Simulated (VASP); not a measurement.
# MoS2 in VASP 6.6.1, single-point calculation

INCAR

```
ISIF = 2
LREAL = .FALSE.
METAGGA = RSCAN
NELM = 73
LCHARG = .FALSE.
ISMEAR = -1
NSW = 0
LWAVE = .FALSE.
ENCUT = 520
NBANDS = 20
LASPH = .TRUE.
EDIFF = 1E-7
PREC = Accurate
ADDGRID = .TRUE.
IBRION = -1
SIGMA = 0.02
```

KPOINTS

```
KPOINTS created by Atomic Simulation Environment
0
Gamma
12 12 4
0 0 0
```

POSCAR

```
Mo S
 1.0000000000000000
     3.1059543043976761    0.0000000000000000    0.0000000000000000
    -1.5529771521988380    2.6898353306020124    0.0000000000000000
     0.0000000000000000    0.0000000000000000    6.6704083680000004
 Mo  S
   1   2
Cartesian
  0.0000000000000000 -0.0000000000000001  0.0000000000000000
 -0.0000000000000001  1.7932235537346748  1.5751965696521610
 -0.0000000000000001  1.7932235537346748  5.0952117983478384
```

The recommended PBE PAW datasets give the neutral cell 26 valence electrons.

Command

```
mpirun -np 1 vasp_std
```

Predict the outcome of this run.

It converged. Results: gap between bands v and c on the k mesh 1.39 eV; least direct gap on the k mesh 2.03 eV; pressure 5.0 GPa; largest force 0.09 eV/Å. Band v is the last that the valence electrons fill when counted band by band, and c is the next.

OSZICAR

```
N       E                     dE             d eps       ncg     rms          rms(c)
DAV:   1     0.141042740408E+03    0.14104E+03   -0.13645E+04  2288   0.124E+03
DAV:   2    -0.655672222104E+02   -0.20661E+03   -0.20099E+03  2848   0.325E+02
DAV:   3    -0.730600035281E+02   -0.74928E+01   -0.74269E+01  2804   0.580E+01
DAV:   4    -0.731489077591E+02   -0.88904E-01   -0.88858E-01  2780   0.670E+00
DAV:   5    -0.731503751465E+02   -0.14674E-02   -0.14673E-02  2888   0.831E-01    0.281E+01
DAV:   6    -0.638635157776E+02    0.92869E+01   -0.96485E+00  2432   0.242E+01    0.931E+00
DAV:   7    -0.637287998837E+02    0.13472E+00   -0.20611E+00  2376   0.880E+00    0.552E+00
DAV:   8    -0.636931770110E+02    0.35623E-01   -0.47190E-01  2652   0.422E+00    0.244E+00
DAV:   9    -0.636935191494E+02   -0.34214E-03   -0.48108E-02  2576   0.147E+00    0.433E-01
DAV:  10    -0.636926221109E+02    0.89704E-03   -0.56163E-03  2644   0.533E-01    0.212E-01
DAV:  11    -0.636926850043E+02   -0.62893E-04   -0.53408E-04  2616   0.152E-01    0.775E-02
DAV:  12    -0.636926898580E+02   -0.48537E-05   -0.10742E-04  2644   0.715E-02    0.324E-02
DAV:  13    -0.636927076946E+02   -0.17837E-04   -0.33660E-05  2508   0.476E-02    0.141E-02
DAV:  14    -0.636927075980E+02    0.96597E-07   -0.19142E-06  2784   0.925E-03    0.998E-03
DAV:  15    -0.636927079739E+02   -0.37593E-06   -0.35044E-07  2576   0.444E-03    0.130E-03
DAV:  16    -0.636927079910E+02   -0.17145E-07   -0.14518E-08  1720   0.847E-04
   1 F= -.63692708E+02 E0= -.63692708E+02  d E =-.107012E-10
```

For comparison, a separate PBE run of the intended cell, on usual settings and not on those above, gives a gap of 1.30 eV on its mesh and a pressure of 6.5 GPa.
